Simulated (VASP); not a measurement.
HfO2: band structure with SCAN

HfO2:

```
Hf O
1.0
     5.21946    0.00000    0.00000
     0.00000    5.00476    0.00000
     0.00000    0.00000    5.03269
Hf O
4 8
Direct
  0.96699 0.73252 0.74144
  0.53301 0.73252 0.24144
  0.46699 0.26748 0.74144
  0.03301 0.26748 0.24144
  0.63213 0.92865 0.87927
  0.86787 0.92865 0.37927
  0.23395 0.53988 0.49229
  0.26605 0.53988 0.99229
  0.76605 0.46012 0.99229
  0.73395 0.46012 0.49229
  0.13213 0.07135 0.87927
  0.36787 0.07135 0.37927
```

Measurements of this composition are mostly on another form, of space group No. 14.

```
Program                : VASP 6.6.1
Task                   : band structure
Functional             : SCAN
Potentials or basis    : VASP PAW PBE potentials, release 64 (Hf_pv, O)
Cutoff                 : 520 eV
k mesh                 : 4 × 5 × 4
Occupations            : fermi-dirac, width 0.05 eV
Spin                   : no spin polarisation
Further INCAR settings : ALGO = Normal; EDIFF = 1e-07; NBANDS = 56
```

```
Pressure                : -2.4 GPa
Largest force           : 0.093 eV/Å
Band gap on the k mesh  : 4.93 eV, indirect (least direct gap 5.17 eV)
Band gap along the path : 4.95 eV, indirect (least direct gap 5.07 eV)
```

Forces in eV/Å, atoms in the order of the input:
```
Hf   0.015  0.060  0.033
Hf  -0.015  0.060  0.033
Hf   0.015 -0.060  0.033
Hf  -0.015 -0.060  0.033
O   -0.025  0.062  0.001
O    0.025  0.062  0.001
O   -0.079 -0.034 -0.034
O    0.079 -0.034 -0.034
O    0.079  0.034 -0.034
O   -0.079  0.034 -0.034
O   -0.025 -0.062  0.001
O    0.025 -0.062  0.001
```

Stress tensor (GPa, compression positive):
```
-2.29  0.00  0.00
 0.00 -2.79  0.00
 0.00  0.00 -2.25
```

Levels at the corners of the path, in eV from the valence-band top:
| point | band 42 | band 43 | band 44 | band 45 | band 46 | band 47 |
| --- | --- | --- | --- | --- | --- | --- |
| Γ | -0.22 | -0.09 | 0.00 | 5.39 | 5.65 | 5.75 |
| X | -0.42 | -0.19 | -0.13 | 4.96 | 5.35 | 5.42 |
| X | -0.42 | -0.19 | -0.13 | 4.96 | 5.35 | 5.42 |
| S | -1.03 | -0.38 | -0.38 | 4.99 | 4.99 | 5.39 |
| S | -1.03 | -0.38 | -0.38 | 4.99 | 4.99 | 5.39 |
| Y | -0.37 | -0.28 | -0.28 | 5.11 | 5.11 | 5.77 |
| Y | -0.37 | -0.28 | -0.28 | 5.11 | 5.11 | 5.77 |
| Γ | -0.22 | -0.09 | 0.00 | 5.39 | 5.65 | 5.75 |
| Γ | -0.22 | -0.09 | 0.00 | 5.39 | 5.65 | 5.75 |
| Z | -0.72 | -0.41 | -0.41 | 5.65 | 5.65 | 6.07 |
| Z | -0.72 | -0.41 | -0.41 | 5.65 | 5.65 | 6.07 |
| U | -0.67 | -0.48 | -0.48 | 5.15 | 5.15 | 5.58 |
| U | -0.67 | -0.48 | -0.48 | 5.15 | 5.15 | 5.58 |
| R | -0.87 | -0.87 | -0.87 | 5.14 | 5.14 | 5.14 |
| R | -0.87 | -0.87 | -0.87 | 5.14 | 5.14 | 5.14 |
| T | -0.72 | -0.72 | -0.72 | 5.65 | 5.65 | 5.65 |
| T | -0.72 | -0.72 | -0.72 | 5.65 | 5.65 | 5.65 |
| Z | -0.72 | -0.41 | -0.41 | 5.65 | 5.65 | 6.07 |
| Y | -0.37 | -0.28 | -0.28 | 5.11 | 5.11 | 5.77 |
| T | -0.72 | -0.72 | -0.72 | 5.65 | 5.65 | 5.65 |
| U | -0.67 | -0.48 | -0.48 | 5.15 | 5.15 | 5.58 |
| X | -0.42 | -0.19 | -0.13 | 4.96 | 5.35 | 5.42 |
| S | -1.03 | -0.38 | -0.38 | 4.99 | 4.99 | 5.39 |
| R | -0.87 | -0.87 | -0.87 | 5.14 | 5.14 | 5.14 |

Run time: 48 min on 1 thread of Intel(R) Xeon(R) Platinum 8488C (Sapphire Rapids) (shared host), peak memory 0.42 GiB.

Caveat: the PAW data sets were made with another functional, which shifts forces and pressure a little; spin-orbit coupling is left out, which moves the levels of the heavy elements. SCAN opens gaps a little over a GGA but as a rule still falls short of measured ones.
